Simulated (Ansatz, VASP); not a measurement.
# WSe2 in VASP and in Ansatz

```xyz
3
Lattice="3.3201 0.0000 0.0000 -1.6600 2.8753 0.0000 0.0000 0.0000 16.6542" Properties=species:S:1:pos:R:3 pbc="T T T"
W     0.0000    0.0000    0.0000
Se    0.0000    1.9169    1.6783
Se    0.0000    1.9169   14.9759
```

Alike in both runs: functional PBE; k mesh 12 × 12 × 2; occupations gaussian, width 0.02 eV; no spin polarisation.

Ansatz relaxed the structure, and its values are those at the end. VASP's run is a single point on that final structure, the one shown.

```csv
,VASP,Ansatz
version,VASP 6.6.1,Ansatz 0.2.0
potentials or method,"VASP PAW PBE potentials, release 64 (W_sv, Se)","scalar-relativistic, plane waves, PAW"
plane-wave cutoff (eV),520,420
valence electrons in the cell,26,46
```

|  | VASP | Ansatz | Ansatz less VASP |
| --- | --- | --- | --- |
| gap on the k mesh at the Fermi level (eV) | 1.55 | 1.55 | +0.003 |
| least direct gap on the mesh (eV) | 1.55 | 1.55 | +0.003 |
| rms of the force components (eV/Å) | 0.021 | 0.000 | -0.0206 |

The two sets of potentials don't hold the same shells in valence. Ansatz warned: «xc_potential_rough_in_thin_density».

Caveats: spin-orbit coupling is left out, which moves the levels of the heavy elements.
